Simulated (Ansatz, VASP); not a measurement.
Sc: VASP beside Ansatz

Contents of INCAR:

```
  ALGO = Fast
  EDIFF = 1E-7
  ENCUT = 520
  GGA = PS
  ISIF = 2
  ISMEAR = 0
  LASPH = T
  LCHARG = F
  LREAL = F
  LWAVE = F
  NBANDS = 18
  NELM = 80
  PREC = Accurate
  SIGMA = 0.15
```

KPOINTS

```
k-points
0
Gamma
  18 18 10
```

POSCAR

```
Sc
1.0
    3.4080618342      0.0000000000      0.0000000000
   -1.7040309171      2.9514681261      0.0000000000
    0.0000000000      0.0000000000      5.4260400000
Sc
2
Direct
    0.3333333333      0.6666666667      0.2500000000
    0.6666666667      0.3333333333      0.7500000000
```

Input for Ansatz:

```yaml
crystal:
  lattice:
    - [3.4080618342, 0.0, 0.0]
    - [-1.7040309171, 2.9514681261, 0.0]
    - [0.0, 0.0, 5.42604]
  atoms:
    - { symbol: Sc, position: [0.3333333333, 0.6666666667, 0.25] }
    - { symbol: Sc, position: [0.6666666667, 0.3333333333, 0.75] }
basis:
  ecutwfc: 420
kpoints:
  mp_grid: { grid: [18, 18, 10] }
hamiltonian:
  xc: pbesol
scf:
  occupations: { method: gaussian, width: 0.15 }
output:
  forces: true
  stress: true
  eigenvalues: true
```

Change from the starting cell: strain +0.030 along x and y, +0.030 along z, atoms carried along.

Alike in both runs: task single point; functional PBEsol; k mesh 18 × 18 × 10; occupations gaussian, width 0.15 eV; no spin polarisation.

```csv
,VASP,Ansatz
version,VASP 6.6.1,Ansatz 0.2.0
potentials or method,"VASP PAW PBE potentials, release 64 (Sc_sv)","scalar-relativistic, plane waves, PAW"
plane-wave cutoff (eV),520,420
valence electrons in the cell,22,22
```

```tsv
	VASP	Ansatz	Ansatz less VASP
gap on the k mesh at the Fermi level (eV)	none	none	-
pressure (GPa)	-6.4	-6.4	0.00
largest component of the traceless stress (GPa)	0.77	0.77	-0.003
```

A gap of «none» marks a metal or a gap that the smearing closes.

Caveats: the PAW data sets were made with another functional, which shifts forces and pressure a little (VASP).
